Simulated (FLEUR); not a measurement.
# CoO (I4/mmm) in FLEUR: notebook

Runs on CoO. Level: PBEsol+U. Tasks: single point.

All numbers are computed with FLEUR MaX-R8.1 (later development tree); they aren't measurements. Logs are shortened: lines on timing, memory, paths and dates and some standing lists are left out, and cuts for length are marked.

### 1 Starting point

The structure is tetragonal, space group I4/mmm (No. 139). The conventional cell has a = 3.016 Å, b = 3.016 Å, c = 4.214 Å, α = 90.00°, β = 90.00°, γ = 90.00°. Around Co (site symmetry 4/mmm) lie 6 O at 2.11 to 2.13 Å. Around O (site symmetry 4/mmm) lie 6 Co at 2.11 to 2.13 Å.

### 2 Single point, PBEsol+U, collinear spin, ferromagnetic start

Input file inp.xml:

```xml
<?xml version="1.0" encoding="UTF-8" standalone="no"?>
<fleurInput fleurInputVersion="0.39">
   <comment>
      CoO                                                                                                 
   </comment>
   <calculationSetup>
      <cutoffs Kmax="4.73" Gmax="14.7" GmaxXC="14.7" numbands="0"/>
      <scfLoop itmax="100" minDistance="0.0002" maxIterBroyd="50" imix="Anderson" alpha="0.05" precondParam="0.0" spinf="2.0" sdNocoIR="T"/>
      <coreElectrons ctail="T" frcor="F" kcrel="0" coretail_lmax="0"/>
      <xcFunctional name="PBEs" relativisticCorrections="F"/>
      <magnetism jspins="2"/>
      <soc l_soc="F" theta="0.0" phi="0.0" spav="F"/>
      <expertModes spex="0" secvar="F"/>
      <geometryOptimization l_f="F" forcealpha="1.0" forcemix="BFGS" epsdisp="0.00001" epsforce="0.00001"/>
      <ldaU l_linMix="F" mixParam="0.05" spinf="1.0"/>
   </calculationSetup>
   <cell>
      <bzIntegration valenceElectrons="23.0" mode="hist" fermiSmearingEnergy="0.00183747">
         <kPointListSelection listName="default-1"/>
         <!-- k-points included here -->
         <xi:include xmlns:xi="http://www.w3.org/2001/XInclude" href="kpts.xml"> </xi:include>
      </bzIntegration>
      <!-- symmetry operations included here -->
      <xi:include xmlns:xi="http://www.w3.org/2001/XInclude" href="sym.xml"> </xi:include>
      <bulkLattice scale="1.0">
         <bravaisMatrix>
            <row-1>   -2.8497069958968000     2.8497069958968000     3.9821207229907136</row-1>
            <row-2>    2.8497069958968000    -2.8497069958968000     3.9821207229907136</row-2>
            <row-3>    2.8497069958968000     2.8497069958968000    -3.9821207229907136</row-3>
         </bravaisMatrix>
      </bulkLattice>
   </cell>
   <atomSpecies>
      <species name="Cobalt (Co2.000" element="Co" atomicNumber="27">
         <mtSphere radius="2.07" gridPoints="691" logIncrement="0.018"/>
         <atomicCutoffs lmax="8" lnonsphr="8"/>
         <electronConfig flipSpins="F">
            <coreConfig>(1s1/2) (2s1/2) (2p1/2) (2p3/2)</coreConfig>
            <valenceConfig>(3s1/2) (3p1/2) (3p3/2) (4s1/2) (3d3/2) (3d5/2)</valenceConfig>
            <stateOccupation state="(3d3/2)" spinUp="1.5" spinDown="1.3"/>
            <stateOccupation state="(3d5/2)" spinUp="3.0" spinDown="1.2"/>
         </electronConfig>
         <energyParameters s="4" p="4" d="3" f="4"/>
         <ldaU l="2" U="0.0" J="0.0" l_amf="F"/>
         <lo type="SCLO" l="0" n="3" eDeriv="0"/>
         <lo type="SCLO" l="1" n="3" eDeriv="0"/>
         <lo type="SCLO" l="1" n="3" eDeriv="1"/>
         <lo type="SCLO" l="3" n="4" eDeriv="2"/>
      </species>
      <species name="Oxygen (O)" element="O" atomicNumber="8">
         <mtSphere radius="1.58" gridPoints="529" logIncrement="0.02"/>
         <atomicCutoffs lmax="8" lnonsphr="8"/>
         <electronConfig flipSpins="F">
            <coreConfig>(1s1/2)</coreConfig>
            <valenceConfig>(2s1/2) (2p1/2) (2p3/2)</valenceConfig>
            <stateOccupation state="(2p1/2)" spinUp="0.666667" spinDown="0.666667"/>
            <stateOccupation state="(2p3/2)" spinUp="1.333333" spinDown="1.333333"/>
         </electronConfig>
         <energyParameters s="2" p="2" d="3" f="4"/>
         <lo type="SCLO" l="0" n="2" eDeriv="2"/>
         <lo type="SCLO" l="1" n="2" eDeriv="2"/>
         <lo type="SCLO" l="2" n="3" eDeriv="2"/>
      </species>
   </atomSpecies>
   <atomGroups>
      <atomGroup species="Cobalt (Co2.000">
         <relPos label="                   1">.0000000000 .0000000000 .0000000000</relPos>
         <force calculate="T" relaxXYZ="TTT"/>
      </atomGroup>
      <atomGroup species="Oxygen (O)">
         <relPos label="                   2">1.000/2.000 1.000/2.000 .0000000000</relPos>
         <force calculate="T" relaxXYZ="TTT"/>
      </atomGroup>
   </atomGroups>
   <output dos="F" band="F" slice="F">
      <checks vchk="F" cdinf="F"/>
      <bandDOS minEnergy="-.5*Htr" maxEnergy="0.5*Htr" sigma="0.015" storeEVData="T"/>
      <vacuumDOS vacdos="F" integ="F" star="F" nstars="0" locx1="0.0" locy1="0.0" locx2="0.0" locy2="0.0" nstm="0" tworkf="0.0"/>
      <unfoldingBand unfoldBand="F" supercellX="1" supercellY="1" supercellZ="1"/>
      <plotting iplot="0" polar="F">
         <plot TwoD="T" vec1="  1.0  0.0  0.0" vec2="  0.0  1.0  0.0" vec3="  0.0  0.0  1.0" zero="  0.0  0.0  0.0" file="plot"/>
      </plotting>
      <chargeDensitySlicing numkpt="0" minEigenval="0.0" maxEigenval="0.0" nnne="0" pallst="F"/>
      <specialOutput eonly="F"/>
      <moessbauerParams electricFieldGradient="T" isomerShift="T" coreHyperfine="T" valenceHyperfine="T"/>
      <magneticCircularDichroism mcd="F" energyLo="-10.0" energyUp="0.0"/>
   </output>
  <!-- We include the file relax.xml here to enable relaxations (see documentation) -->
  <xi:include xmlns:xi="http://www.w3.org/2001/XInclude" href="relax.xml"> <xi:fallback/> </xi:include>
</fleurInput>
```

Input file crystal.txt:

```
CoO
&input cartesian=F /
-1.5080000000  1.5080000000  2.1072475377
1.5080000000  -1.5080000000  2.1072475377
1.5080000000  1.5080000000  -2.1072475377
1.8897261246
1.0 1.0 1.0

2
27 0.0000000000  0.0000000000  0.0000000000 : 2.000
8 0.5000000000  0.5000000000  0.0000000000

&kpt div1=10 div2=10 div3=10 gamma=T /
```

Potentials or basis: all-electron, FLAPW.

Launch:

```bash
> inpgen -f crystal.txt -profile fastHighL
> # inp.xml edited to the form shown
> fleur_MPI
```

What it wrote:

```text
Welcome to FLEUR        (www.flapw.de)
      MaX-Release 8.1          (www.max-centre.eu)

 ========== k-point set info ==========
 Selected k-point list: default-1
 k-point list type: mesh
 10 x 10 x 10
 Number of k points: 102

 ------------Calculation Setup---------------------------
 Number of MPI-tasks      :            1
 Number of PE/node        :            1
 Number of OMP-threads    :            1
 Most efficient MPI parallelization for:
           1           2           3           6          17          34          51         102
 Additional eigenvalue parallelization possible
 Number of basis functions:          313
 Approximate size of matrices (H+S) per k-point:         0.001 GB
 --------------------------------------------------------
 no density matrix found ... skipping LDA+U
 Reset of history
 Iteration:     1   Distance:      26.48890852 me/bohr^3
 Iteration:     2   Distance:      22.82945463 me/bohr^3
 Iteration:     3   Distance:      19.83460514 me/bohr^3
 Iteration:     4   Distance:      15.83684218 me/bohr^3
 Iteration:     5   Distance:      10.40268577 me/bohr^3
 Iteration:     6   Distance:       7.17830465 me/bohr^3
 Iteration:     7   Distance:       4.36744902 me/bohr^3
 Iteration:     8   Distance:       4.87688089 me/bohr^3
 Iteration:     9   Distance:       1.49599854 me/bohr^3
 Iteration:    10   Distance:       1.99342247 me/bohr^3
[... 6 lines left out ...]
 Iteration:    17   Distance:       0.39274051 me/bohr^3
 Iteration:    18   Distance:       0.04009780 me/bohr^3
 Iteration:    19   Distance:       0.02498026 me/bohr^3
 Iteration:    20   Distance:       0.04204712 me/bohr^3
 Iteration:    21   Distance:       0.04135590 me/bohr^3
 Iteration:    22   Distance:       0.00152866 me/bohr^3
 Iteration:    23   Distance:       0.00117513 me/bohr^3
 Iteration:    24   Distance:       0.00066023 me/bohr^3
 Iteration:    25   Distance:       0.00060363 me/bohr^3
 Iteration:    26   Distance:       0.00004106 me/bohr^3

 ********************************************************************
 Run finished successfully
 Stop message:
   all done
 ********************************************************************
```

Wall time 2.3 min (1 thread of AMD EPYC 7R43 (Zen 3), shared host); peak memory 0.08 GiB.

What came out:

```
Free energy                                           : -39925.5486 eV
Band gap on the k mesh                                : none (metal or under the smearing width)
Net moment                                            : 2.93 μB per cell
Site moments                                          : Co +2.55; O +0.32 μB
Valence electrons inside the program's atomic spheres : Co 15.19; O 5.05 (radii Co 2.07, O 1.58 bohr)
```

Levels at points of the mesh, in eV from the Fermi level:
Spin up:
```
           k point  band 9  band 10  band 11  band 12  band 13  band 14  band 15  band 16  band 17  band 18
(0.00, 0.00, 0.00)   -3.29    -3.29    -3.21    -3.21    -3.11     0.83    16.50    18.39    18.39    18.41
(0.00, 0.00, 0.50)   -4.09    -2.96    -2.42    -2.14    -2.11     5.68     9.57    11.69    15.53    15.73
(0.00, 0.50, 0.00)   -2.44    -2.41    -1.88     0.03     0.11     4.81     9.22    13.07    13.35    20.70
(0.50, 0.50, 0.50)   -4.04    -2.94    -2.42    -2.15    -2.15     5.69     9.73    11.54    15.48    15.48
```
Spin down:
| k point | band 8 | band 9 | band 10 | band 11 | band 12 | band 13 |
| --- | --- | --- | --- | --- | --- | --- |
| (0.00, 0.00, 0.00) | -2.68 | -1.15 | -1.15 | -1.10 | -0.15 | -0.14 |
| (0.00, 0.00, 0.50) | -3.91 | -2.31 | 0.14 | 0.17 | 0.33 | 0.84 |
| (0.00, 0.50, 0.00) | -4.80 | -0.14 | -0.10 | 0.19 | 2.56 | 2.63 |
| (0.50, 0.50, 0.50) | -4.00 | -2.32 | 0.16 | 0.16 | 0.37 | 0.83 |

Eigenvalues of the final occupation matrices:
```csv
site,spin,trace,eigenvalues
atom type 1,1,4.67,0.92 0.92 0.92 0.95 0.95
atom type 1,2,2.15,0.17 0.18 0.59 0.59 0.62
```

Core levels (eV from the Fermi level):
```tsv
atom	levels
1 Co	1s1/2 -7577.0, 2s1/2 -891.3, 2p1/2 -772.5, 2p3/2 -757.7
2 O	1s1/2 -505.1
```

Caveat: a cell with one magnetic atom can't hold antiferromagnetic order, which such compounds often take.

### 3 Single point, PBEsol+U, collinear spin, ferromagnetic start

inp.xml, as its differences from that of step 2:

```diff
@@ -43,3 +43,3 @@
          <energyParameters s="4" p="4" d="3" f="4"/>
-         <ldaU l="2" U="0.0" J="0.0" l_amf="F"/>
+         <ldaU l="2" U="2" J="0.0" l_amf="F"/>
          <lo type="SCLO" l="0" n="3" eDeriv="0"/>
```

crystal.txt is that of step 2.

Potentials or basis: all-electron, FLAPW.

Launch:

```bash
> inpgen -f crystal.txt -profile fastHighL
> # inp.xml edited to the form shown
> fleur_MPI
```

What it wrote:

```text
Welcome to FLEUR        (www.flapw.de)
      MaX-Release 8.1          (www.max-centre.eu)

 ========== k-point set info ==========
 Selected k-point list: default-1
 k-point list type: mesh
 10 x 10 x 10
 Number of k points: 102

 ------------Calculation Setup---------------------------
 Number of MPI-tasks      :            1
 Number of PE/node        :            1
 Number of OMP-threads    :            1
 Most efficient MPI parallelization for:
           1           2           3           6          17          34          51         102
 Additional eigenvalue parallelization possible
 Number of basis functions:          313
 Approximate size of matrices (H+S) per k-point:         0.001 GB
 --------------------------------------------------------
 no density matrix found ... skipping LDA+U
 Reset of history
 Iteration:     1   Distance:      26.48890852 me/bohr^3
 Iteration:     2   Distance:      34.09362108 me/bohr^3
 Iteration:     3   Distance:      32.02167807 me/bohr^3
 Iteration:     4   Distance:      22.17332892 me/bohr^3
 Iteration:     5   Distance:      22.99790541 me/bohr^3
 Iteration:     6   Distance:      12.24698249 me/bohr^3
 Iteration:     7   Distance:       7.71668714 me/bohr^3
 Iteration:     8   Distance:       6.44468309 me/bohr^3
 Iteration:     9   Distance:       7.21992785 me/bohr^3
 Iteration:    10   Distance:       5.46078963 me/bohr^3
 Iteration:    11   Distance:       5.33374881 me/bohr^3
 Iteration:    12   Distance:       2.19777243 me/bohr^3
 Iteration:    13   Distance:       2.05734178 me/bohr^3
 Iteration:    14   Distance:       0.54597823 me/bohr^3
 Iteration:    15   Distance:       0.41475512 me/bohr^3
 Iteration:    16   Distance:       0.05913240 me/bohr^3
 Iteration:    17   Distance:       0.03742040 me/bohr^3
 Iteration:    18   Distance:       0.01316658 me/bohr^3
 Iteration:    19   Distance:       0.00795130 me/bohr^3
 Iteration:    20   Distance:       0.00126446 me/bohr^3
 Iteration:    21   Distance:       0.00059586 me/bohr^3
 Iteration:    22   Distance:       0.00018803 me/bohr^3

 ********************************************************************
 Run finished successfully
 Stop message:
   all done
 ********************************************************************
```

Wall time 2 min (1 thread of AMD EPYC 7R43 (Zen 3), shared host); peak memory 0.07 GiB.

What came out:

- Free energy: -39924.2986 eV
- Band gap on the k mesh: none (metal or under the smearing width)
- Net moment: 3.00 μB per cell
- Site moments: Co +2.66; O +0.29 μB
- Valence electrons inside the program's atomic spheres: Co 15.18; O 5.07 (radii Co 2.07, O 1.58 bohr)

Eigenvalues of the final occupation matrices:
```tsv
site	spin	trace	eigenvalues
atom type 1	1	4.72	0.93 0.93 0.93 0.96 0.96
atom type 1	2	2.08	0.13 0.13 0.59 0.62 0.62
```

Core levels (eV from the Fermi level):
```tsv
atom	levels
1 Co	1s1/2 -7576.8, 2s1/2 -891.2, 2p1/2 -772.3, 2p3/2 -757.6
2 O	1s1/2 -504.6
```

Caveat: a cell with one magnetic atom can't hold antiferromagnetic order, which such compounds often take. The state reached can hang on the start; a lower one may exist.
